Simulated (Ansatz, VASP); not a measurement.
## Sb: VASP beside Ansatz

```
Sb
1.0
     2.91064   -1.48794    0.00000
     2.91064    1.48794    0.00000
    -2.75807    0.00000    5.18735
Sb
2
Direct
  0.88953 0.11047 0.75000
  0.11047 0.88953 0.25000
```

Alike in both runs: task single point; functional PBE; k mesh 6 × 6 × 4; occupations gaussian, width 0.1 eV; no spin polarisation.

|  | VASP | Ansatz |
| --- | --- | --- |
| version | VASP 6.6.1 | Ansatz 0.2.0 |
| potentials or method | VASP PAW PBE potentials, release 64 (Sb) | scalar-relativistic, plane waves, PAW |
| plane-wave cutoff (eV) | 520 | 420 |
| valence electrons in the cell | 10 | 30 |

|  | VASP | Ansatz | Ansatz less VASP |
| --- | --- | --- | --- |
| gap on the k mesh at the Fermi level (eV) | none | none | - |
| pressure (GPa) | 20.1 | 20.1 | 0.00 |
| largest component of the traceless stress (GPa) | 5.21 | 5.13 | -0.084 |
| rms of the force components (eV/Å) | 0.017 | 0.016 | -0.0008 |

Atom by atom the forces differ by 0.001 eV/Å (rms over components). A gap of «none» marks a metal or a gap that the smearing closes. The two sets of potentials don't hold the same shells in valence.

Caveats: the k mesh is coarse (spacing up to 0.41 Å⁻¹), so the values aren't converged; so large a pressure means that the cell lies far from this level's equilibrium, or that cutoff or potentials fall short (VASP). The runs have no spin-orbit coupling, so splittings on Sb are missing.
